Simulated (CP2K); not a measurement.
Wanted: the native input for a CP2K 2026.2 run.

- Task: single point
- Functional: PBEsol
- Potentials or basis: POTENTIAL_UZH Cd GTH-PBE-q12; TZVP-MOLOPT-PBE-GTH basis
- Density cutoff: 6123 eV
- k mesh: 10 × 10 × 10
- Occupations: gaussian, width 0.05 eV
- Spin: no spin polarisation
- SCF solver: diagonalisation with k points
- Quickstep method: GPW
- EPS_DEFAULT: 1.0E-10
- EPS_SCF: 1.0E-6
- MAX_SCF: 100
- SCF_GUESS: ATOMIC
- k points reduced by the point group: yes
- Mesh centred on Gamma: yes
- CHOLESKY: OFF
- EPS_EIGVAL: 1.0E-7
- MIXING METHOD: BROYDEN_MIXING
- MIXING ALPHA: 0.4
- NBUFFER: 8
- NGRIDS: 4
- Basis sets: Cd TZVP-MOLOPT-PBE-GTH-q12
- Potentials: Cd GTH-PBE-q12 of POTENTIAL_UZH
- ADDED_MOS: [8]
- REL_CUTOFF (Ry): 60 Ry
- MIXING BETA (1/bohr): 1.5 1/bohr
- CUTOFF of the grids: 450 Ry

The system is Cd.

```
Cd
1.0
     3.07355    0.00000    0.00000
     1.39096    2.74079    0.00000
     1.39096    0.85392    2.60437
Cd
1
Direct
  0.00000 0.00000 0.00000
```

This isn't the form of Cd at room conditions, which is hcp.

One way to write it, as run:

cd_scf.inp

```
&GLOBAL
  PROJECT cd_scf
  RUN_TYPE ENERGY_FORCE
  PRINT_LEVEL LOW
&END GLOBAL
&FORCE_EVAL
  METHOD QS
  STRESS_TENSOR ANALYTICAL
  &DFT
    BASIS_SET_FILE_NAME BASIS_MOLOPT_UZH
    POTENTIAL_FILE_NAME POTENTIAL_UZH
    &MGRID
      CUTOFF 450
      REL_CUTOFF 60
      NGRIDS 4
    &END MGRID
    &QS
      METHOD GPW
      EPS_DEFAULT 1.0E-10
    &END QS
    &KPOINTS
      SCHEME MONKHORST-PACK 10 10 10
      GAMMA_CENTERED T
      SYMMETRY T
      SYMMETRY_BACKEND SPGLIB
    &END KPOINTS
    &SCF
      SCF_GUESS ATOMIC
      EPS_SCF 1.0E-6
      MAX_SCF 100
      ADDED_MOS 8
      CHOLESKY OFF
      EPS_EIGVAL 1.0E-7
      &DIAGONALIZATION ON
        ALGORITHM STANDARD
      &END DIAGONALIZATION
      &MIXING ON
        METHOD BROYDEN_MIXING
        ALPHA 0.4
        BETA 1.5
        NBUFFER 8
      &END MIXING
      &SMEAR ON
        METHOD GAUSSIAN
        SIGMA [eV] 0.05
      &END SMEAR
    &END SCF
    &XC
      &XC_FUNCTIONAL
        &GGA_X_PBE_SOL
        &END GGA_X_PBE_SOL
        &GGA_C_PBE_SOL
        &END GGA_C_PBE_SOL
      &END XC_FUNCTIONAL
    &END XC
    &PRINT
      &KPOINTS ON
      &END KPOINTS
      &MULLIKEN ON
      &END MULLIKEN
      &MO ON
        ENERGIES T
        OCCUPATION_NUMBERS T
        &EACH
          QS_SCF 0
        &END EACH
        ADD_LAST NUMERIC
      &END MO
      &LOWDIN ON
      &END LOWDIN
      &HIRSHFELD ON
        SHAPE_FUNCTION DENSITY
      &END HIRSHFELD
    &END PRINT
  &END DFT
  &SUBSYS
    &CELL
      ABC 3.0735461310 3.0735461311 3.0735461310
      ALPHA_BETA_GAMMA 63.0920985009 63.0920985017 63.0920985001
      PERIODIC XYZ
    &END CELL
    &COORD
      SCALED
      Cd  0.0000000000 0.0000000000 0.0000000000
    &END COORD
    &KIND Cd
      BASIS_SET TZVP-MOLOPT-PBE-GTH-q12
      POTENTIAL GTH-PBE-q12
    &END KIND
    &PRINT
      &ATOMIC_COORDINATES ON
      &END ATOMIC_COORDINATES
      &CELL ON
      &END CELL
      &SYMMETRY ON
      &END SYMMETRY
    &END PRINT
  &END SUBSYS
  &PRINT
    &FORCES ON
    &END FORCES
    &STRESS_TENSOR ON
    &END STRESS_TENSOR
  &END PRINT
&END FORCE_EVAL
```

Potentials or basis: POTENTIAL_UZH Cd GTH-PBE-q12; TZVP-MOLOPT-PBE-GTH basis.

Command:

```sh
$ OMP_NUM_THREADS=1 cp2k.psmp -i cd_scf.inp -o cd_scf.out
```

It gave:

```json
{
 "Pressure": "-1.8 GPa",
 "Band gap on the k mesh": "none (metal or under the smearing width)"
}
```

Caveat: the potentials were made for another functional, which shifts forces and pressure; the basis of atomic orbitals isn't converged, which shifts pressures, moduli and gaps.

It took 59 s on 1 thread of Arm Neoverse V1, on a shared host, peak memory 0.25 GiB.
